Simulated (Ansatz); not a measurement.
Zone-centre phonons of InP at -1 GPa: input and output

The calculation used DFT PBEsol, scalar-relativistic, plane waves, PAW in Ansatz 0.2.0.

Launched with:
```bash
ansatz run input.yaml --threads 1 --pin off --max-ram 3072MiB --backend cpu --events-out ev --progress --plain --runs-dir out
```

Input (bare energies are in eV):
```yaml
crystal:
  lattice:
    - [0.0, 2.7424306547, 2.7424306547]
    - [2.7424306547, 0.0, 2.7424306547]
    - [2.7424306547, 2.7424306547, 0.0]
  atoms:
    - { symbol: In, position: [0.0, 0.0, 0.0] }
    - { symbol: P, position: [0.5, 0.5, 0.5] }
basis:
  ecutwfc: 420
kpoints:
  mp_grid: { grid: [14, 14, 14] }
hamiltonian:
  xc: pbesol
scf:
  occupations: { method: fermi_dirac, width: 0.15 }
output:
  eigenvalues: true
phonons:
  method: dfpt
  eigenvectors: true
```

Results section of the output:
```
--- Phonons (Γ-DFPT): 2 representative perturbations + reference, on 244 of 2744 k-points (Σ response iterations 6) ---
  k mesh reduced under 8 symmetry operations, with k and −k counted as one. Each operation leaves every solved perturbation unchanged. A smaller set is not used because it would not reduce the number of displacements ...
  ASR residual: 3.647e-5 → 0.000e0 eV/Å²; symmetrization residual: 7.841e-6 eV/Å²
  ASR residual per site (eV/Å²): 5.14e-6 3.65e-5
  Γ frequencies (cm⁻¹): 0.00 0.00 0.00 163.33 163.33 163.33
  non-analytic LO–TO correction: not included (Born effective charges unavailable; polar crystals: no LO–TO splitting at Γ)
```

Time: 24 s on 1 thread of Intel(R) Xeon(R) Platinum 8488C (Sapphire Rapids) (shared host), peak memory 0.79 GiB.

In a metal, frequencies and elastic constants depend on the k mesh and the smearing, soft modes and shear constants most.

This rock-salt form isn't the usual stable structure of the compound.